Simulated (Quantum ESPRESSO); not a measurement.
Runs of Quantum ESPRESSO 7.5 on SnO. It takes space group P4/nmm (No. 129, tetragonal). The conventional cell has a = 3.814 Å, b = 3.814 Å, c = 4.887 Å, α = 90.00°, β = 90.00°, γ = 90.00°. Around Sn (site symmetry 4mm) lie 4 O at 2.23 Å. Around O (site symmetry -4m2) lie 4 Sn at 2.23 Å. The cell is a database's computed one.

```tsv
level	potentials or basis	k mesh	cutoff (eV)	smearing	form of the LDA	mesh quality	gap on the mesh (eV)
PBE	PseudoDojo 0.4.1 SR PBE standard	6 × 6 × 6	1143	fermi-dirac 0.05 eV	-	not flagged	0.15
PBEsol	PseudoDojo 0.4 SR PBEsol stringent	2 × 2 × 2	1388	fermi-dirac 0.05 eV	-	coarse	0.13
LDA	PseudoDojo 0.4.1 SR LDA standard	2 × 2 × 2	1143	fixed	PW92	coarse	(a)
PBEsol	PseudoDojo 0.4.1 SR PBEsol standard	2 × 2 × 2	1143	fermi-dirac 0.05 eV	-	coarse	0.13
```

Alike in all rows: task single point; no spin polarisation; cell as given.

Question: Fill in the values left out.

Answer: (a) 0.23.

Caveats: some runs use coarse meshes; spin-orbit coupling is left out, which moves the levels of the heavy elements.

A k mesh can miss the band edges, and the runs leave out spin-orbit coupling on Sn.

Not every run made on this cell is shown here.
